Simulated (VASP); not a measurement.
# ZrN (Fm-3m) in VASP: a series of runs

One crystal, ZrN, is run at these levels: PBE+D3(BJ), PBEsol; tasks: relaxation of cell and atoms.

Program: VASP 6.6.1. These are calculated values, not measurements. Logs are shortened: lines on timing, memory, paths and dates and some standing lists are left out, and cuts for length are marked.

### Step 1. The crystal as given

Symmetry: Fm-3m, No. 225, cubic system. The conventional cell has a = 4.600 Å, b = 4.600 Å, c = 4.600 Å, α = 90.00°, β = 90.00°, γ = 90.00°. Around Zr (site symmetry m-3m) lie 6 N at 2.30 Å. Around N (site symmetry m-3m) lie 6 Zr at 2.30 Å.

### Step 2. Relaxation of cell and atoms, PBE+D3(BJ)

INCAR

```
SYSTEM = ZrN
PREC     = Accurate       ! precision mode
ENCUT    = 600            ! plane-wave cutoff, eV
EDIFF    = 1E-6           ! SCF threshold, eV
ISMEAR   = 1              ! smearing method
SIGMA    = 0.1            ! smearing width, eV
LREAL    = .False.        ! projectors in reciprocal space
LASPH    = .True.         ! aspherical terms in the spheres
NELM     = 80             ! most SCF steps
ALGO     = Normal         ! electronic algorithm
ISIF     = 3              ! what is computed and relaxed
LWAVE    = .False.        ! write WAVECAR
LCHARG   = .False.        ! write CHGCAR
GGA      = PE             ! functional
IVDW     = 12             ! dispersion correction
IBRION   = 2              ! ionic algorithm
NSW      = 90             ! ionic steps
EDIFFG   = -0.01          ! ionic threshold
```

KPOINTS

```
Automatic mesh
0
Gamma
  14 14 14
  0 0 0
```

POSCAR

```
ZrN
1.0
    0.0000000000      2.3000000000      2.3000000000
    2.3000000000      0.0000000000      2.3000000000
    2.3000000000      2.3000000000      0.0000000000
Zr N
1 1
Direct
    0.5000000000      0.5000000000      0.5000000000
    0.0000000000      0.0000000000      0.0000000000
```

Potentials or basis: VASP PAW PBE potentials, release 64 (Zr_sv, N).

Launch:

```console
$ cat potpaw_PBE.64/Zr_sv/POTCAR potpaw_PBE.64/N/POTCAR > POTCAR
$ mpirun -np 1 vasp_std > vasp.out
```

OUTCAR:

```text
SYSTEM = ZrN
   PREC = Accurate
   ENCUT = 600
   EDIFF = 1E-6
   ISMEAR = 1
   LREAL = .False.
   LASPH = .True.
   NELM = 80
   ISIF = 3
   GGA = PE
   IVDW = 12
   IBRION = 2
   NSW = 90
   EDIFFG = -0.01
 IVDW          = 12

 ion  position               nearest neighbor table
   1  0.500  0.500  0.500-   2 2.30   2 2.30   2 2.30   2 2.30   2 2.30   2 2.30
   2  0.000  0.000  0.000-   1 2.30   1 2.30   1 2.30   1 2.30   1 2.30   1 2.30

  LATTYP: Found a face centered cubic cell.
 ALAT       =     4.6000000000

  Lattice vectors:

 A1 = (   0.0000000000,   2.3000000000,   2.3000000000)
 A2 = (   2.3000000000,   0.0000000000,   2.3000000000)
 A3 = (   2.3000000000,   2.3000000000,   0.0000000000)

Analysis of symmetry for initial positions (statically):
=====================================================================
 Subroutine PRICEL returns:
 Original cell was already a primitive cell.

 Routine SETGRP: Setting up the symmetry group for a
 face centered cubic supercell.

 Subroutine GETGRP returns: Found 48 space group operations
 (whereof 48 operations were pure point group operations)
 out of a pool of 48 trial point group operations.

The static configuration has the point symmetry O_h .

Analysis of symmetry for dynamics (positions and initial velocities):
=====================================================================
 Subroutine PRICEL returns:
 Original cell was already a primitive cell.

 Routine SETGRP: Setting up the symmetry group for a
 face centered cubic supercell.

 Subroutine GETGRP returns: Found 48 space group operations
 (whereof 48 operations were pure point group operations)
 out of a pool of 48 trial point group operations.

The dynamic configuration has the point symmetry O_h .

 Subroutine INISYM returns: Found 48 space group operations
 (whereof 48 operations are pure point group operations),
 and found     1 'primitive' translations

----------------------------------------------------------------------------------------

                                     Primitive cell

  volume of cell :      24.3340

  direct lattice vectors                    reciprocal lattice vectors
     0.000000000  2.300000000  2.300000000    -0.217391304  0.217391304  0.217391304
     2.300000000  0.000000000  2.300000000     0.217391304 -0.217391304  0.217391304
     2.300000000  2.300000000  0.000000000     0.217391304  0.217391304 -0.217391304

  length of vectors
     3.252691193  3.252691193  3.252691193     0.376532784  0.376532784  0.376532784

  position of ions in fractional coordinates (direct lattice)
     0.500000000  0.500000000  0.500000000
     0.000000000  0.000000000  0.000000000

  ion indices of the primitive-cell ions
   primitive index   ion index
                 1           1
[... 73 lines left out ...]
   EDIFF  = 0.1E-05   stopping-criterion for ELM
   LREAL  =      F    real-space projection
   EDIFFG = -.1E-01   stopping-criterion for IOM
   NSW    =     90    number of steps for IOM
   IBRION =      2    ionic relax: 0-MD 1-quasi-New 2-CG
   NFREE  =      1    steps in history (QN), initial steepest desc. (CG)
   ISIF   =      3    stress and relaxation
   ISYM   =      2    0-nonsym 1-usesym 2-fastsym
   POTIM  = 0.5000    time-step for ionic-motion
   TEBEG  =    0.0;   TEEND  =   0.0 temperature during run
   PSTRESS=    0.0 pullay stress
   NELECT =      17.0000    total number of electrons
   NUPDOWN=      -1.0000    fix difference up-down
   EMIN   =  10.00;   EMAX   =-10.00  energy-range for DOS
   EFERMI =   0.00;   METHOD = LEGACY
   ISMEAR =     1;   SIGMA  =   0.10  broadening in eV -4-tet -1-fermi 0-gaus
   EFERMI_NEDOS =   21; number of points for ismear=-14 and -15
   IALGO  =     38    algorithm
   IMIX   =      4    mixing-type and parameters
     AMIX     =   0.40;   BMIX     =  1.00
     AMIX_MAG =   1.60;   BMIX_MAG =  1.00
  volume/ion in A,a.u.               =      12.17        82.11
  Fermi-wavevector in a.u.,A,eV,Ry     =   1.452624  2.745062 28.709889  2.110117
  Thomas-Fermi vector in A             =   2.569985
   LORBIT       =      0    0 simple, 1 ext, 2 COOP (PROOUT), +10 PAW based schemes
   GGA     = PE    functional components
   LHFCALC =     F    Hartree Fock is set to
   AEXX    =    0.0000 exact exchange contribution
   IVDW    =    12    specifies the selected vdW correction
   LEPSILON=     F    determine dielectric tensor
   LRPA    =     F    only Hartree local field effects (RPA)
 conjugate gradient relaxation of ions
 non-spin polarized calculation
 Methfessel and Paxton  Order N= 1 SIGMA  =   0.10
  energy-cutoff  :      600.00
  volume of cell :       24.33
 maximum number of plane-waves:       869
 NGX is ok and might be reduce to    28
   NGX = 13   NGY = 13   NGZ = 13

--------------------------------------- Ionic step        1  -------------------------------------------

 number of electron      17.0000000 magnetization

 Free energy of the ion-electron system (eV)
  ---------------------------------------------------
  ext. energy  EPLUGINS =         0.00000000
  ---------------------------------------------------
  free energy    TOTEN  =       -20.36832204 eV

  energy without entropy =      -20.36728351  energy(sigma->0) =      -20.36797586

------------------------ aborting loop because EDIFF is reached ----------------------------------------

 Edisp (eV)   -0.84324

 E8    (eV) :    -0.3843
[... 71 lines left out ...]
--------------------------------------- Ionic step        3  -------------------------------------------

 number of electron      17.0000000 magnetization

 Free energy of the ion-electron system (eV)
  ---------------------------------------------------
  ext. energy  EPLUGINS =         0.00000000
  ---------------------------------------------------
  free energy    TOTEN  =       -20.35828133 eV

  energy without entropy =      -20.35728036  energy(sigma->0) =      -20.35794768

 E-fermi :  12.1977     XC(G=0): -12.5883

 val. band max:       12.1928345108   @ k =   0.5000   0.2143   0.0000
 cond. band min:      12.2040410170   @ k =   0.3571   0.1429   0.0714
 fundamental gap:      0.0112065062
 Fermi energy:        12.1976541548

 k-point     1 :       0.0000    0.0000    0.0000
  band No.  band energies     occupation
      1     -37.3743      2.00000
      2     -14.9786      2.00000
      3     -14.9786      2.00000
      4     -14.9786      2.00000
      5      -4.1626      2.00000
      6       9.5008      2.00000
      7       9.5008      2.00000
      8       9.5008      2.00000
      9      11.7702      2.00000
     10      11.7702      2.00000
     11      11.7702      2.00000
     12      13.7959     -0.00000
[... 331 lines left out ...]
 k-point    24 :       0.2857    0.1429    0.0000
  band No.  band energies     occupation
      1     -37.2848      2.00000
      2     -15.5995      2.00000
      3     -15.1135      2.00000
      4     -15.0939      2.00000
      5      -3.1045      2.00000
      6       6.1633      2.00000
      7       7.8395      2.00000
      8       8.1681      2.00000
      9      11.1959      2.00000
     10      14.3271      0.00000
     11      14.3427      0.00000
     12      15.6641      0.00000

 [... further k-points ...]

------------------------ aborting loop because EDIFF is reached ----------------------------------------

 Edisp (eV)   -0.86637

 E8    (eV) :    -0.3950
[... 25 lines left out ...]
  FREE ENERGIE OF THE ION-ELECTRON SYSTEM (eV)
  ---------------------------------------------------
  free  energy   TOTEN  =       -21.2246549652 eV

  energy  without entropy=      -21.2236539947  energy(sigma->0) =      -21.22432131

 reached required accuracy - stopping structural energy minimisation
```

OSZICAR:

```text
N       E                     dE             d eps       ncg     rms          rms(c)
DAV:   1     0.125263605263E+03    0.12526E+03   -0.99083E+03  2496   0.155E+03
DAV:   2    -0.153481553740E+02   -0.14061E+03   -0.13353E+03  2864   0.388E+02
DAV:   3    -0.237139474463E+02   -0.83658E+01   -0.82483E+01  4472   0.870E+01
[... 25 lines left out ...]
DAV:   3    -0.203510859251E+02    0.40430E-01   -0.23822E-01  3640   0.463E+00    0.841E-01
DAV:   4    -0.203543241808E+02   -0.32383E-02   -0.41201E-03  2992   0.832E-01    0.433E-01
DAV:   5    -0.203574308687E+02   -0.31067E-02   -0.28742E-03  3900   0.320E-01    0.184E-01
DAV:   6    -0.203582801302E+02   -0.84926E-03   -0.12311E-03  4044   0.235E-01    0.351E-02
DAV:   7    -0.203582820661E+02   -0.19359E-05   -0.12234E-05  2800   0.465E-02    0.145E-02
DAV:   8    -0.203582813327E+02    0.73343E-06   -0.36157E-06  2896   0.257E-02
   3 F= -.21224655E+02 E0= -.21224321E+02  d E =-.130880E-01
```

Run time: 85 s. Hardware: 1 thread of Intel Xeon Platinum 8488C (Sapphire Rapids), shared host; peak memory 0.2 GiB.

Results:

| Item | Value |
| --- | --- |
| Free energy | -21.2247 eV |
| Relaxed volume | 11.86 Å³/atom |
| Relaxed cell | a = 3.225 Å, b = 3.225 Å, c = 3.225 Å, α = 60.00°, β = 60.00°, γ = 60.00° |
| Space group after relaxing (to 0.05 Å) | Fm-3m (No. 225) |
| Energy gained by relaxing | 6.5 meV/atom |
| Ionic steps | 3 |
| Pressure after relaxing | -0.1 GPa |
| Band gap on the k mesh | none (metal or under the smearing width) |
| Dispersion energy per atom | -0.433 eV |

The path:
| step | energy change (eV) | largest force (eV/Å) | pressure (GPa) | volume (Å³) |
| --- | --- | --- | --- | --- |
| 1 | 0.0000 | 0.0000 | -6.49 | 24.33 |
| 2 | 0.0296 | 0.0000 | 13.38 | 22.64 |
| 3 | -0.0131 | 0.0000 | -0.09 | 23.71 |

Final structure:
```yaml
crystal:
  lattice:
    - [0.00000, 2.28025, 2.28025]
    - [2.28025, 0.00000, 2.28025]
    - [2.28025, 2.28025, 0.00000]
  atoms:
    - { symbol: Zr, position: [0.50000, 0.50000, 0.50000] }
    - { symbol: N, position: [0.00000, 0.00000, 0.00000] }
```

Levels at points of the mesh, in eV from the Fermi level:
```tsv
k point	band 6	band 7	band 8	band 9	band 10	band 11	band 12
(0.00, 0.00, 0.00)	-2.70	-2.70	-2.70	-0.43	-0.43	-0.43	1.60
(0.50, 0.00, 0.00)	-7.76	-5.78	-5.78	3.07	3.14	3.14	4.81
(0.50, 0.50, 0.00)	-4.57	-3.57	-3.19	-3.19	3.43	4.62	4.62
```

Caveat: pairwise dispersion overbinds metals, which lowers pressure and volume.

### Step 3. Relaxation of cell and atoms, PBE+D3(BJ)

This run uses another cell than the first one, of 11.86 Å³/atom, 0.974 times its volume.

INCAR: that of step 2 with these lines changed.

```diff
@@ -3,3 +3,3 @@
 ENCUT    = 600            ! plane-wave cutoff, eV
-EDIFF    = 1E-6           ! SCF threshold, eV
+EDIFF    = 1E-7           ! SCF threshold, eV
 ISMEAR   = 1              ! smearing method
@@ -17,2 +17,2 @@
 NSW      = 90             ! ionic steps
-EDIFFG   = -0.01          ! ionic threshold
+EDIFFG   = -0.005         ! ionic threshold
```

KPOINTS is that of step 2.

POSCAR

```
ZrN                                     
1.0
   -0.0000000000      2.2802536137      2.2802536137
    2.2802536137     -0.0000000000      2.2802536137
    2.2802536137      2.2802536137      0.0000000000
  Zr              N             
     1     1
Direct
     0.5000000000000000    0.5000000000000000    0.5000000000000000
     0.0000000000000000    0.0000000000000000    0.0000000000000000
```

Potentials or basis: VASP PAW PBE potentials, release 64 (Zr_sv, N).

Launch:

```console
$ cat potpaw_PBE.64/Zr_sv/POTCAR potpaw_PBE.64/N/POTCAR > POTCAR
$ mpirun -np 1 vasp_std > vasp.out
```

Wall time 78 s (1 thread of Intel Xeon Platinum 8488C (Sapphire Rapids), shared host); peak memory 0.19 GiB.

Results (log left out):

```
Free energy                            : -21.2237 eV
Relaxed volume                         : 11.85 Å³/atom
Relaxed cell                           : a = 3.224 Å, b = 3.224 Å, c = 3.224 Å, α = 60.00°, β = 60.00°, γ = 60.00°
Space group after relaxing (to 0.05 Å) : Fm-3m (No. 225)
Energy gained by relaxing              : 0.0 meV/atom
Ionic steps                            : 3
Pressure after relaxing                : 0.0 GPa
Band gap on the k mesh                 : none (metal or under the smearing width)
Dispersion energy per atom             : -0.433 eV
```

Final structure:
```
CELL_PARAMETERS angstrom
0.00000 2.28001 2.28001
2.28001 0.00000 2.28001
2.28001 2.28001 0.00000
ATOMIC_POSITIONS crystal
Zr 0.50000 0.50000 0.50000
N 0.00000 0.00000 0.00000
```

Levels at points of the mesh, in eV from the Fermi level:
```csv
k point,band 5,band 6,band 7,band 8,band 9,band 10,band 11,band 12
"(0.00, 0.00, 0.00)",-16.36,-2.70,-2.70,-2.70,-0.43,-0.43,-0.43,1.60
"(0.50, 0.00, 0.00)",-14.08,-7.76,-5.79,-5.79,3.07,3.14,3.14,4.81
"(0.50, 0.50, 0.00)",-15.85,-4.57,-3.57,-3.19,-3.19,3.43,4.62,4.62
```

Caveat: pairwise dispersion overbinds metals, which lowers pressure and volume.

### Step 4. Relaxation of cell and atoms, PBEsol

INCAR

```
SYSTEM = ZrN
  ALGO = Normal
  EDIFF = 1E-6
  EDIFFG = -0.01
  ENCUT = 600
  GGA = PS
  IBRION = 2
  ISIF = 3
  ISMEAR = 1
  KPAR = 4
  LASPH = .TRUE.
  LCHARG = .FALSE.
  LREAL = .FALSE.
  LWAVE = .FALSE.
  NELM = 80
  NSW = 90
  PREC = Accurate
  SIGMA = 0.1
```

KPOINTS

```
k-points
0
G
  14 14 14
  0 0 0
```

POSCAR

```
ZrN
1.0
    0.0000000000      2.3000000000      2.3000000000
    2.3000000000      0.0000000000      2.3000000000
    2.3000000000      2.3000000000      0.0000000000
Zr N
1 1
Direct
    0.5000000000      0.5000000000      0.5000000000
    0.0000000000      0.0000000000      0.0000000000
```

Potentials or basis: VASP PAW PBE potentials, release 64 (Zr_sv, N).

Launch:

```console
$ cat potpaw_PBE.64/Zr_sv/POTCAR potpaw_PBE.64/N/POTCAR > POTCAR
$ mpirun -np 4 vasp_std > vasp.out
```

OUTCAR:

```text
SYSTEM = ZrN
   EDIFF = 1E-6
   EDIFFG = -0.01
   ENCUT = 600
   GGA = PS
   IBRION = 2
   ISIF = 3
   ISMEAR = 1
   LASPH = .TRUE.
   LREAL = .FALSE.
   NELM = 80
   NSW = 90
   PREC = Accurate

 ion  position               nearest neighbor table
   1  0.500  0.500  0.500-   2 2.30   2 2.30   2 2.30   2 2.30   2 2.30   2 2.30
   2  0.000  0.000  0.000-   1 2.30   1 2.30   1 2.30   1 2.30   1 2.30   1 2.30

  LATTYP: Found a face centered cubic cell.
 ALAT       =     4.6000000000

  Lattice vectors:

 A1 = (   0.0000000000,   2.3000000000,   2.3000000000)
 A2 = (   2.3000000000,   0.0000000000,   2.3000000000)
 A3 = (   2.3000000000,   2.3000000000,   0.0000000000)

Analysis of symmetry for initial positions (statically):
=====================================================================
 Subroutine PRICEL returns:
 Original cell was already a primitive cell.

 Routine SETGRP: Setting up the symmetry group for a
 face centered cubic supercell.

 Subroutine GETGRP returns: Found 48 space group operations
 (whereof 48 operations were pure point group operations)
 out of a pool of 48 trial point group operations.

The static configuration has the point symmetry O_h .

Analysis of symmetry for dynamics (positions and initial velocities):
[... 171 lines left out ...]
  in kB      -76.0947495    -76.0947495    -76.0947495      0.0000000     -0.0000000      0.0000000
  external PRESSURE =     -76.0947495 kB  Pullay stress =       0.0000000 kB
[... 59 lines left out ...]
--------------------------------------- Ionic step        3  -------------------------------------------

 number of electron      17.0000000 magnetization

 Free energy of the ion-electron system (eV)
  ---------------------------------------------------
  ext. energy  EPLUGINS =         0.00000000
  ---------------------------------------------------
  free energy    TOTEN  =       -21.55099152 eV

  energy without entropy =      -21.54994462  energy(sigma->0) =      -21.55064255

 E-fermi :  12.0865     XC(G=0): -12.7842

 val. band max:       12.0806114763   @ k =   0.5000   0.2143   0.0000
 cond. band min:      12.0908932922   @ k =   0.3571   0.1429   0.0714
 fundamental gap:      0.0102818158
 Fermi energy:        12.0864939654

 k-point     1 :       0.0000    0.0000    0.0000
  band No.  band energies     occupation
      1     -37.3219      2.00000
      2     -14.9500      2.00000
      3     -14.9500      2.00000
      4     -14.9500      2.00000
      5      -4.2095      2.00000
      6       9.4204      2.00000
      7       9.4204      2.00000
      8       9.4204      2.00000
      9      11.6478      2.00000
     10      11.6478      2.00000
     11      11.6478      2.00000
     12      13.6925     -0.00000
[... 331 lines left out ...]
 k-point    24 :       0.2857    0.1429    0.0000
  band No.  band energies     occupation
      1     -37.2293      2.00000
      2     -15.5917      2.00000
      3     -15.0892      2.00000
      4     -15.0690      2.00000
      5      -3.1218      2.00000
      6       6.0393      2.00000
      7       7.7317      2.00000
      8       8.0666      2.00000
      9      11.0703      2.00000
     10      14.2435      0.00000
     11      14.2596      0.00000
     12      15.5927      0.00000

 [... further k-points ...]
[... 5 lines left out ...]
  --------------------------------------------------------------------------------------
  -------------------------------------------------------------------------------------
  Total       -0.0198295     -0.0198295     -0.0198295      0.0000000      0.0000000     -0.0000000
  in kB       -1.3450190     -1.3450190     -1.3450190      0.0000000      0.0000000     -0.0000000
  external PRESSURE =      -1.3450190 kB  Pullay stress =       0.0000000 kB
[... 17 lines left out ...]
  FREE ENERGIE OF THE ION-ELECTRON SYSTEM (eV)
  ---------------------------------------------------
  free  energy   TOTEN  =       -21.5509915189 eV

  energy  without entropy=      -21.5499446223  energy(sigma->0) =      -21.55064255

 reached required accuracy - stopping structural energy minimisation
```

CONTCAR:

```text
ZrN
   1.00000000000000
     0.0000000000000000    2.2773057248266486    2.2773057248266486
     2.2773057248266486    0.0000000000000000    2.2773057248266486
     2.2773057248266486    2.2773057248266486    0.0000000000000000
  Zr              N
     1     1
Direct
     0.5000000000000000    0.5000000000000000    0.5000000000000000
     0.0000000000000000    0.0000000000000000    0.0000000000000000

  0.00000000E+00  0.00000000E+00  0.00000000E+00
  0.00000000E+00  0.00000000E+00  0.00000000E+00
```

It took 48 s on 4 MPI ranks of Intel Xeon Platinum 8488C (Sapphire Rapids), shared host; peak memory 0.19 GiB.

What came out:

- Free energy: -21.5510 eV
- Relaxed volume: 11.81 Å³/atom
- Relaxed cell: a = 3.221 Å, b = 3.221 Å, c = 3.221 Å, α = 60.00°, β = 60.00°, γ = 60.00°
- Space group after relaxing (to 0.05 Å): Fm-3m (No. 225)
- Energy gained by relaxing: 8.9 meV/atom
- Ionic steps: 3
- Pressure after relaxing: -0.1 GPa
- Band gap on the k mesh: none (metal or under the smearing width)

Step by step:
```tsv
step	energy change (eV)	largest force (eV/Å)	pressure (GPa)	volume (Å³)
1	0.0000	0.0000	-7.61	24.33
2	0.0439	0.0000	16.55	22.36
3	-0.0177	0.0000	-0.13	23.62
```

Final structure:
```cif
data_structure
_symmetry_space_group_name_H-M 'P 1'
_symmetry_Int_Tables_number 1
_cell_length_a 3.2206
_cell_length_b 3.2206
_cell_length_c 3.2206
_cell_angle_alpha 60.000
_cell_angle_beta 60.000
_cell_angle_gamma 60.000
_cell_volume 23.62
loop_
_atom_site_label
_atom_site_type_symbol
_atom_site_fract_x
_atom_site_fract_y
_atom_site_fract_z
_atom_site_occupancy
Zr1 Zr 0.50000 0.50000 0.50000 1
N1 N 0.00000 0.00000 0.00000 1
```

Caveat: the PAW data sets were made with another functional, which shifts forces and pressure a little.
